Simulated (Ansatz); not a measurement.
Wanted: the native input for an Ansatz 0.2.0 run.

| Item | Value |
| --- | --- |
| Task | density of states |
| Functional | PBE |
| Potentials or basis | all-electron PAW datasets made for the crystal |
| Cutoff | 140 eV (chosen from the basis error) |
| k mesh | 10 × 10 × 6 |
| Occupations | fermi-dirac, width 0.05 eV |
| Spin | no spin polarisation |

Crystal: Ge.

```
Ge
1.0
     1.48805   -2.59469    0.00000
     1.48805    2.59469    0.00000
     0.00000    0.00000    4.72760
Ge
2
Direct
  0.33345 0.66655 0.25000
  0.66655 0.33345 0.75000
```

This isn't the form of Ge at room conditions, which is diamond.

These files were run (other wordings do the same):

input.yaml

```yaml
crystal:
  lattice:
    - [1.488052925, -2.59468961, 0.0]
    - [1.488052925, 2.59468961, 0.0]
    - [0.0, 0.0, 4.72759579]
  atoms:
    - { symbol: Ge, position: [0.33344663, 0.66655337, 0.25] }
    - { symbol: Ge, position: [0.66655337, 0.33344663, 0.75] }
kpoints:
  mp_grid: { grid: [10, 10, 6] }
scf:
  occupations: { method: fermi_dirac, width: 0.05 }
hamiltonian:
  xc: pbe
  pseudopotentials: { kind: all_electron, datasets: crystal }
output:
  forces: true
  stress: true
  eigenvalues: true
  dos: { projected: false, de: 0.1, e_range: [-20, 10] }
```

Potentials or basis: all-electron PAW datasets made for the crystal.

Command:

```console
$ ansatz run input.yaml --threads 1 --pin off --max-ram 3072MiB --backend cpu --events-out ev --progress --plain --runs-dir out
```

It gave:

```yaml
Pressure: 4.3 GPa
Band_gap_on_the_k_mesh: none (metal or under the smearing width)
```

Caveat: the program warned that the printed levels may be off, so bands, gaps and densities of states are rough.

It took 8.2 s on 1 thread of Arm Neoverse V1, with other jobs on the host, peak memory 0.36 GiB.
